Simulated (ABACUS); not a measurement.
Runs of ABACUS 3.10.1 on GaSb. It takes space group I-4m2 (No. 119, tetragonal). Conventional cell: a = 5.507 Å, b = 5.507 Å, c = 3.181 Å, α = 90.00°, β = 90.00°, γ = 90.00°. Sb (site symmetry -4m2) is surrounded by 4 Ga at 2.87 Å and 2 Sb at 3.18 Å. Ga (site symmetry -4m2) is surrounded by 4 Sb at 2.87 Å and 2 Ga at 3.18 Å. Measurements of this composition are mostly on another form, of space group No. 216.

```tsv
level	gap on the mesh (eV)	pressure (GPa)
TPSS	none	(a)
r2SCAN	none	-1.7
LDA	none	-3.8
RPBE	none	(b)
PW91	none	1.4
PBEsol	none	-1.8
```

Alike in all rows: task single point; potentials or basis SG15 ONCV 1.2 PBE, DZP LCAO (the cutoffs set its grid); no spin polarisation; cell as given; k mesh 10 × 10 × 10; cutoff (eV) 1361; smearing fermi-dirac 0.05 eV.

Fill in the values left out.

(a) -0.5; (b) 3.4.

Caveats: the atomic orbitals were generated for these runs and aren't a published set; the potentials were made for another functional, which shifts forces and pressure; the basis of atomic orbitals isn't converged, which shifts pressures, moduli and gaps.

A k mesh can miss the band edges, and the runs leave out spin-orbit coupling on Ga, Sb.

A gap of «none» marks a metal or a gap under the smearing width.

Runs at the PBE level aren't shown here.
